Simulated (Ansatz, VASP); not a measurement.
**HgSe (mp): VASP beside Ansatz**

File INCAR:

```
SYSTEM = HgSe
PREC = Accurate
ENCUT = 600
EDIFF = 1E-6
ISMEAR = 1
SIGMA = 0.2
LREAL = .False.
LASPH = .True.
NELM = 100
ALGO = Normal
ISIF = 3
LWAVE = .False.
LCHARG = .False.
GGA = PE
IBRION = 2
NSW = 100
EDIFFG = -0.002
```

Contents of KPOINTS:

```
regular mesh
0
Gamma
  12 12 12
  0 0 0
```

The input POSCAR:

```
HgSe
1.0
    0.0000000000      3.0390000000      3.0390000000
    3.0390000000      0.0000000000      3.0390000000
    3.0390000000      3.0390000000      0.0000000000
Hg Se
1 1
Direct
    0.0000000000      0.0000000000      0.0000000000
    0.2500000000      0.2500000000      0.2500000000
```

Input for Ansatz:

```yaml
crystal:
  lattice:
    - [0.0, 3.039, 3.039]
    - [3.039, 0.0, 3.039]
    - [3.039, 3.039, 0.0]
  atoms:
    - { symbol: Hg, position: [0.0, 0.0, 0.0] }
    - { symbol: Se, position: [0.25, 0.25, 0.25] }
basis:
  ecutwfc: 420
kpoints:
  mp_grid: { grid: [12, 12, 12] }
hamiltonian:
  xc: pbe
scf:
  occupations: { method: methfessel_paxton, width: 0.2 }
output:
  forces: true
  stress: true
  eigenvalues: true
relax:
  adjacent_minimum: "off"
  f_tol: 0.002
  max_steps: 80
  cell: { stress_tol: 0.02 }
```

Alike in both runs: task relaxation of cell and atoms; functional PBE; k mesh 12 × 12 × 12; occupations methfessel-paxton of order 1, width 0.2 eV; no spin polarisation.

|  | VASP | Ansatz |
| --- | --- | --- |
| version | VASP 6.6.1 | Ansatz 0.2.0 |
| potentials or method | VASP PAW PBE potentials, release 64 (Hg, Se) | scalar-relativistic, plane waves, PAW |
| plane-wave cutoff (eV) | 600 | 420 |
| valence electrons in the cell | 18 | 36 |

Ansatz gave:

- gap on the k mesh at the Fermi level, each at its own relaxed structure (eV): none
- relaxed volume (Å³/atom): 30.67
- relaxed cell length with the largest relative difference (Å): 4.427
- energy change over the relaxation (meV/atom): -35

**Question.** Estimate VASP's values.

**Answer.** gap on the k mesh at the Fermi level, each at its own relaxed structure (eV): none; relaxed volume (Å³/atom): 30.80; relaxed cell length with the largest relative difference (Å): 4.433; energy change over the relaxation (meV/atom): -39.

A gap of «none» marks a metal or a gap that the smearing closes. The two sets of potentials don't hold the same shells in valence.

The runs have no spin-orbit coupling, so splittings on Hg are missing. Zero-point motion and thermal expansion aren't in these numbers. PBE usually gives volumes a little too large and moduli too small.
